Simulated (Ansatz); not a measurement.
PtSe2 (Sudovikovite):

```
Pt Se
1.0
     3.72400    0.00000    0.00000
    -1.86200    3.22508    0.00000
     0.00000    0.00000    5.06200
Pt Se
1 2
Cartesian
  0.0000 0.0000 0.0000
  1.8620 1.0750 3.7965
  0.0000 2.1501 1.2655
```

* Program: Ansatz 0.2.0
* Task: relaxation of cell and atoms
* Functional: BLYP
* Potentials or basis: Ansatz PAW
* Cutoff: 420 eV (not typed: the program's choice for these potentials)
* k mesh: 8 × 8 × 5
* Occupations: fermi-dirac, width 0.05 eV
* Spin: no spin polarisation

At the start: volume 20.27 Å³/atom.

Question: How do energy, volume and symmetry change on relaxing?

Answer: It ends after 33 steps and the volume is 38.49 Å³/atom (+90.0 %); space group P-3m1 (No. 164, to 0.05 Å).

Step by step:
| step | energy change (eV) | largest force (eV/Å) | volume (Å³) |
| --- | --- | --- | --- |
| 1 | 0.0000 | 1.0276 | 60.80 |
| 2 | -0.3086 | 0.3541 | 69.69 |
| 3 | -0.3422 | 0.3087 | 73.22 |
| 4 | -0.3794 | 0.1625 | 74.90 |
| 5 | -0.3875 | 0.0172 | 76.05 |
| 6 | -0.3880 | 0.0156 | 75.45 |
| 7 | -0.3881 | 0.0012 | 75.46 |
| 8 | -0.4065 | 0.0061 | 75.46 |
| 9 | -0.4179 | 0.0072 | 77.19 |
| 10 | -0.4313 | 0.0238 | 80.11 |
| 11 | -0.4392 | 0.0198 | 83.03 |
| 12 | -0.4400 | 0.0325 | 86.06 |
| 13 | -0.4407 | 0.0017 | 85.43 |
| 14 | -0.4407 | 0.0074 | 85.24 |
| 15 | -0.4467 | 0.0055 | 85.24 |
| 16 | -0.4497 | 0.0053 | 86.83 |
| 17 | -0.4538 | 0.0271 | 89.95 |
| 18 | -0.4565 | 0.0207 | 92.93 |
| 19 | -0.4562 | 0.0243 | 96.13 |
| 20 | -0.4568 | 0.0078 | 95.06 |
| 21 | -0.4603 | 0.0091 | 95.06 |
| 22 | -0.4617 | 0.0051 | 96.82 |
| 23 | -0.4635 | 0.0060 | 100.14 |
| 24 | -0.4646 | 0.0083 | 102.97 |
| 25 | -0.4646 | 0.0089 | 103.35 |
| 26 | -0.4645 | 0.0005 | 104.73 |
| 27 | -0.4645 | 0.0022 | 104.89 |
| 28 | -0.4669 | 0.0033 | 104.89 |
| 29 | -0.4673 | 0.0012 | 106.09 |
| 30 | -0.4681 | 0.0154 | 109.20 |
| 31 | -0.4685 | 0.0198 | 112.30 |
| 32 | -0.4681 | 0.0008 | 115.48 |
| 33 | -0.4703 | 0.0017 | 115.48 |

Final structure:
```
Pt Se
1.0
     3.82036    0.00000    0.00000
    -1.91018    3.30853    0.00000
     0.00000    0.00000    9.13657
Pt Se
1 2
Direct
  0.00000 0.00000 0.00000
  0.66667 0.33333 0.85443
  0.33333 0.66667 0.14557
```

Caveat: the volume moved by over 15 % at a fixed basis, so the end points are rough; the plane-wave basis is chosen anew once the cell has moved, so the energies of steps on either side of that aren't comparable; the volume moved by +90 % from the deposited cell, more than functionals usually miss; the PAW data sets come from PBE, with cores solved anew for the run's functional, which leaves a small shift of forces and pressure.
